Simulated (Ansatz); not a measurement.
# BaTiO3: the cost of one run

Method: DFT r2SCAN, scalar-relativistic, plane waves, PAW, in Ansatz 0.2.0.

2 further runs of the same task are left out: 2 set aside as unsound or not needed.

**1. The system as given**

It takes space group P4mm (No. 99, tetragonal). Conventional cell: a = 3.973 Å, b = 3.973 Å, c = 4.111 Å, α = 90.00°, β = 90.00°, γ = 90.00°. Ba (site symmetry 4mm) is surrounded by 12 O at 2.79 to 2.92 Å. Around Ti (site symmetry 4mm) lie 5 O at 1.82 to 1.99 Å. Around O (site symmetry 2mm) lie 2 Ti at 1.99 Å and 4 Ba at 2.79 to 2.92 Å. O (site symmetry 4mm) is surrounded by 1 Ti at 1.82 Å.

Coordinates:

```
Ba Ti O
1.0
     3.97275    0.00000    0.00000
     0.00000    3.97275    0.00000
     0.00000    0.00000    4.11141
Ba Ti O
1 1 3
Direct
  0.50000 0.50000 0.58497
  0.00000 0.00000 0.10308
  0.00000 0.50000 0.06296
  0.50000 0.00000 0.06296
  0.00000 0.00000 0.54603
```

It goes back to an entry of the Materials Project.

This cell was relaxed beforehand with the same method: volume 12.98 Å³/atom, gap on the mesh 2.23 eV.

The unstrained cell was computed beforehand with the same settings: E(σ→0) = -10183.8274 eV for 5 atoms, gap 2.23 eV over the zone.

**2. The cell strained by -1.5 %**

File input.yaml:

```yaml
crystal:
  lattice:
    - [3.9131606453, 0.0, 0.0]
    - [0.0, 3.9131606453, 0.0]
    - [0.0, 0.0, 4.0497393334]
  atoms:
    - { symbol: Ba, position: [0.5, 0.5, 0.5849745969] }
    - { symbol: Ti, position: [0.0, 0.0, 0.1030751064] }
    - { symbol: O, position: [0.0, 0.5, 0.0629584895] }
    - { symbol: O, position: [0.5, 0.0, 0.0629584895] }
    - { symbol: O, position: [0.0, 0.0, 0.5460303076] }
basis:
  ecutwfc: 500
kpoints:
  mp_grid: { grid: [8, 8, 8] }
hamiltonian:
  xc: r2scan
scf:
  occupations: { method: gaussian, width: 0.02 }
output:
  forces: true
  stress: true
  eigenvalues: true
relax:
  adjacent_minimum: "off"
  f_tol: 0.008
  max_steps: 40
```

Started as:

```console
$ ansatz run input.yaml --threads 1 --pin off --max-ram 2560MiB --backend cpu --events-out ev --progress --plain --runs-dir out
```

What time and memory should one allow on 1 thread of Intel Xeon 6975P-C (Granite Rapids), shared host?

About 71 s, with a peak of 0.54 GiB.
